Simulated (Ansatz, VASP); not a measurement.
Two plane-wave programs on PtS2

```
CELL_PARAMETERS angstrom
3.56183 0.00000 0.00000
-1.78092 3.08464 0.00000
0.00000 0.00000 4.53417
ATOMIC_POSITIONS crystal
Pt 0.00000 0.00000 0.00000
S 0.33333 0.66667 0.26190
S 0.66667 0.33333 0.73810
```

Alike in both runs: functional LDA; k mesh 10 × 10 × 6; occupations gaussian, width 0.025 eV; no spin polarisation.

Ansatz relaxed the structure, and its values are those at the end. VASP's run is a single point on that final structure, the one shown.

|  | VASP | Ansatz |
| --- | --- | --- |
| version | VASP 6.6.1 | Ansatz 0.2.0 |
| potentials or method | VASP PAW LDA potentials, release 64 (Pt, S) | PAW with Ansatz's default frozen-core files, scalar-relativistic |
| plane-wave cutoff (eV) | 520 | 420 |
| valence electrons in the cell | 22 | 30 |

```csv
,VASP,Ansatz,Ansatz less VASP
pressure (GPa),0.0,0.0,-0.02
```

The two sets of potentials don't hold the same shells in valence.

Spin-orbit coupling is left out, which matters for the levels of Pt.
